Squeeze a crystal and its orbitals overlap more. More overlap means wider bands, and wider bands should spread into the gap between them, so a compressed semiconductor ought to lose its gap and a stretched one to gain. Zinc-blende CdSe does the reverse.

Zinc-blende CdSe (two-atom cell) at fixed geometries, computed with Ansatz 0.2.0 using scalar-relativistic, non-spin-polarized PBE, PAW and plane waves up to 420 eV. The k mesh is 10×10×10, with Gaussian smearing of 0.05 eV. Both gaps are Kohn–Sham gaps taken on the k mesh.

| volume (Å³/atom) | shortest distance (Å) | band gap (eV) | least direct gap (eV) |
| --- | --- | --- | --- |
| 24.814 | 2.526 | 0.859 | 0.859 |
| 26.008 | 2.566 | 0.767 | 0.767 |
| 26.041 | 2.567 | 0.765 | 0.765 |
| 26.057 | 2.567 | 0.764 | 0.764 |
| 26.363 | 2.577 | 0.740 | 0.740 |
| 28.942 | 2.659 | 0.551 | 0.551 |
| 29.590 | 2.679 | 0.505 | 0.505 |
| 30.918 | 2.718 | 0.414 | 0.414 |
| 33.096 | 2.780 | 0.275 | 0.275 |
| 33.504 | 2.792 | 0.250 | 0.250 |

From the smallest volume to the largest the bond lengthens by about a tenth, and the gap shrinks from 0.859 to 0.250 eV. It falls in every step. The band gap equals the least direct gap in every row, with both edges at Γ, the centre of the Brillouin zone. Gaps are read on the sampled k points only, which can miss band edges at the border of the zone. The runs themselves gave no warning, but the data makers, going by tests on other systems, caution that for the three largest volumes a crossing between the sampled points could be missed. Γ is itself a sampled point and the gap changes smoothly, so nothing here suggests such a crossing. The trend is therefore one pair of levels drawing together, not a switch from one kind of gap to another.

**Three explanations**

The first is the one above, band width, and the table contradicts its sign.

The second treats the crystal as a box for electrons. Kinetic energies in a box fall as $1/d^2$ when all lengths grow, with $d$ the shortest distance, here the Cd–Se bond. If the gap did the same, it would shrink on stretching, as it should, but only to 0.703 eV in the last row, where the calculation gives 0.250 eV. The gap does not scale as a whole; it behaves like a small difference between large energies that change by different amounts.

The third explanation looks at the bond. Each Cd atom has only Se neighbours, and each Se atom only Cd neighbours. When a Cd level and a Se level couple, the upper one is pushed up and the lower one down. At Γ, the conduction edge is the upper, antibonding partner of Cd 5s and Se 4s, while the valence edge is mainly Se 4p, pushed down by the empty Cd 5p level. Both pushes open the gap, and both weaken as the bond is stretched.

This also shows where the first argument goes astray. Compression does widen the bands, but the widening points away from the gap. Away from Γ the coupling of Cd s to Se s gives way to a coupling to Se p, which lies closer below the Cd s level and should push it higher still. In this picture the bottom of the conduction band is the place where the upward push is weakest, not a place where overlap pulls the level down.

**An estimate from the bond picture**

For two levels a distance $2D$ apart with coupling $W$, the energies are their average plus or minus $\sqrt{D^2+W^2}$. The gap is then an offset, set by the atomic levels, plus one such root for the s pair and one for the p pair. Rough recalled values are $D=6$ eV and $W=40/d^2$ for s, and $D=3$ eV and $W=10/d^2$ for p, with $d$ in Å and $W$ in eV. None of them was adjusted to this table.

In the first row $d=2.526$ Å, so the s coupling is $40/2.526^2\approx6.3$ eV and the s root about 8.68 eV. In the last row $d=2.792$ Å, the coupling is 5.1 eV and the root about 7.90 eV. The s push has thus lost 0.78 eV. The same steps for the p pair give a loss of 0.12 eV, and the gap should fall by about 0.90 eV in all.

The calculated fall is 0.609 eV. The estimate has the right sign and the right order of magnitude, but it is too large by about half of the calculated value. In the estimate, most of the change comes from the s pair, because its coupling is much the stronger and about as large as its $D$, half the level separation, whereas the p coupling is only about half of its own $D$.

**Where the bond picture falls short**

The estimate also gets the shape of the curve wrong. For a given relative change of volume, it makes the gap respond most in the squeezed crystal, where the couplings are strongest. In the table the response, measured in the same way, is slightly weaker there than in the stretched crystal. Either the assumed couplings grow too fast as the bond shortens, or something left out of the estimate holds back the opening of the gap.

A likely candidate for a missing part is the filled Cd 4d shell. It lies below the Se 4p level and pushes the valence edge up, against the trend, and this push should grow quickly as the bond shortens. That would reduce both the total change and the excess in the squeezed rows. The computed levels at Γ for 30.918 Å³ per atom carry a sign of this coupling: the three 4d levels that can mix with Se 4p lie 0.28 eV below the two that cannot, as expected if Se 4p pushes them down. How much of the trend it accounts for remains a conjecture until the calculation is repeated with the 4d level moved.

The band edges themselves look like a direct test, since between 24.814 and 30.918 Å³ per atom the conduction edge falls by 3.7 eV and the valence edge by 3.2 eV. But each cell has its own zero of energy, so only the difference between the two falls has a meaning. The numbers rule out the first explanation, and the second in its plain form, where the whole gap scales as $1/d^2$. They agree with the third in sign and rough size, which supports it but does not prove it, and they do not tell which edge does the moving.

**What to do with it**

For practical use a plain rule serves better than the bond formula. With $V$ the volume per atom, a straight line in $\ln V$ fitted to all ten rows has a slope of $-2.04$ eV and misses no row by more than 4 meV. An offset plus a term in $1/d^2$, fitted to the same rows, misses by up to 12 meV. The line is a description, not a cause; the printed output below compares the two.

A bond longer by 1 percent means a volume larger by about 3 percent, so the gap drops by roughly $0.03\times2.04\approx0.06$ eV. This holds for uniform strain. A film clamped to a substrate is strained differently along and across its plane, which splits the threefold valence edge and needs its own calculation.

The slope is a better guide to changes than the table is to absolute gaps, though PBE can err in the slope too. Near zero pressure, at 29.590 Å³ per atom, PBE gives 0.505 eV, while the measured gap is roughly 1.7 eV; gaps that are too small are a known fault of this functional. Spin–orbit coupling, left out here, would raise the valence edge and so shrink the gap further, by about 0.1 eV, a large share of the gap in the most stretched row. The five smallest volumes correspond to 7 to 12 GPa, where real CdSe has already turned to the rock-salt structure, so they describe the zinc-blende bond and not a sample in a press.

For a related material, first ask which states form the edges. ZnSe and CdTe have the same s-like and p-like edges at Γ, and their gaps also open under pressure. Silicon has the same arrangement of four neighbours, but its conduction edge lies far from Γ and has a different orbital make-up, and its smallest gap shrinks slightly under pressure.

The analysis program printed:

```
fall of the gap from first to last row (eV): 0.609
gap of first row over gap of last row: 3.436
increase of the bond length, first to last row (percent): 10.53
gap of last row if the first gap scaled as 1/d2 (eV): 0.7032
fall of the gap in the rough two-level estimate, first to last row (eV): 0.9042
slope of gap against ln V, 24.814 to 26.363 (eV): -1.965
slope of gap against ln V, 28.942 to 30.918 (eV): -2.074
slope of gap against ln V, 30.918 to 33.504 (eV): -2.042
two-level slope against ln V, 24.814 to 26.363 (eV): -3.397
two-level slope against ln V, 30.918 to 33.504 (eV): -2.673
fit of band_gap on 10 rows: constant -2.508 +/- 0.034, coefficient of invd2 21.56 +/- 0.24; rms 0.00649, worst 24.814 0.0121, leave-one-out rms 0.00858
fit of band_gap on 10 rows: constant 7.404 +/- 0.017, coefficient of lnv -2.037 +/- 0.005; rms 0.00147, worst 24.814 0.00354, leave-one-out rms 0.00192
loss of gap for a bond longer by 1 percent, from the ln V line (meV): 60.81
raw fall of the conduction edge, 24.814 to 30.918 (eV): 3.694
raw fall of the valence edge, 24.814 to 30.918 (eV): 3.249
misses of the two fits:
     row  gap_eV  offset_plus_1/d2_meV  ln_V_line_meV
  24.814   0.859                 12.09          3.537
  26.008   0.767               -0.1344        -0.1972
  26.041   0.765               -0.9015        -0.7802
  26.057   0.764                -1.241         -1.031
  26.363    0.74                -2.598        -0.8144
  28.942   0.551                -9.368         -1.939
   29.59   0.505                -8.052         -1.045
  30.918   0.414                -3.722         0.5236
  33.096   0.275                 5.807         0.8524
  33.504    0.25                 8.122         0.8934
```
